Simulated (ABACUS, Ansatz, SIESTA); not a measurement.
PbSe: band gap by level of theory

```cif
data_structure
_symmetry_space_group_name_H-M 'P 1'
_symmetry_Int_Tables_number 1
_cell_length_a 4.3284
_cell_length_b 4.3284
_cell_length_c 4.3284
_cell_angle_alpha 60.000
_cell_angle_beta 60.000
_cell_angle_gamma 60.000
_cell_volume 57.34
loop_
_atom_site_label
_atom_site_type_symbol
_atom_site_fract_x
_atom_site_fract_y
_atom_site_fract_z
_atom_site_occupancy
Pb1 Pb 0.00000 0.00000 0.00000 1
Se1 Se 0.50000 0.50000 0.50000 1
```

```tsv
rung	level	program and potentials	cutoff (eV)	k mesh	smearing	task	core time	chip	band gap (eV)	miss (eV)	notes
GGA	PBE	Ansatz, Ansatz PAW	420	4 × 4 × 4	fermi-dirac 0.05	projected density of states	1.4 s	Intel Xeon	0.29	+0.01	coarse mesh
GGA	BLYP	Ansatz, Ansatz PAW	420	4 × 4 × 4	fermi-dirac 0.05	projected density of states	1.4 s	Intel Xeon	0.41	+0.13	coarse mesh; potentials made for PBE, which Ansatz adapts in part
GGA	RPBE	Ansatz, Ansatz PAW	420	4 × 4 × 4	fermi-dirac 0.05	projected density of states	1.5 s	Intel Xeon	0.37	+0.09	coarse mesh; potentials made for PBE, which Ansatz adapts in part
GGA	revPBE	Ansatz, Ansatz PAW	420	4 × 4 × 4	fermi-dirac 0.05	projected density of states	1.5 s	Intel Xeon	0.35	+0.07	coarse mesh; potentials made for PBE, which Ansatz adapts in part
meta-GGA	r2SCAN	Ansatz, Ansatz PAW	500	4 × 4 × 4	fermi-dirac 0.05	projected density of states	2.9 s	Intel Xeon	0.57	+0.29	coarse mesh; potentials made for PBE, which Ansatz adapts in part
GGA	BLYP	ABACUS, SPMS ONCV 1.0 PBE, plane waves	1184	6 × 6 × 6	fermi-dirac 0.05	single point	17 s	AMD EPYC 9R45 Zen 5	(a)	?	potentials made for PBE
GGA	PBE	SIESTA, files PseudoDojo sr-pbe-0.4.1-standard, TZDP (energy shift 0.003 Ry; two zetas on semicore shells)	-	8 × 8 × 8	fermi-dirac 0.05	band structure	77 s	Arm Neoverse V1	0.35	+0.07	atomic basis
GGA	PBE	ABACUS, PseudoDojo NC SR 0.4.1 PBE standard, plane waves	1184	8 × 8 × 8	fermi-dirac 0.05	single point	89 s	Intel Xeon Platinum 8259CL Skylake/Cascade Lake	(b)	?	-
```

Times are single runs on shared hosts and different chips, so they are rough; meshes, cutoffs and the tasks' sizes weigh on the time. All rows: no spin polarisation. Gaps are the least found on the k mesh or the band path, and a mesh can miss the band edges. Smearing widths are in eV. The cell comes from a database and isn't always the measured one. Meshes differ between rows, which moves values too. All levels ran on this one cell, unrelaxed unless noted. Meshes are those of the run's cell of 2 atoms unless a note names another. Misses use the values as printed. Runs on faulty files, with rough fits or with known faults for this quantity aren't shown. No row holds spin-orbit coupling.

Measured: 0.28 eV at 300 K (a printed reference work). The runs are for a static lattice.

Question: Estimate the values left out from the other rows.

Answer: (a) 0.42 eV, miss +0.14; (b) 0.30 eV, miss +0.02.
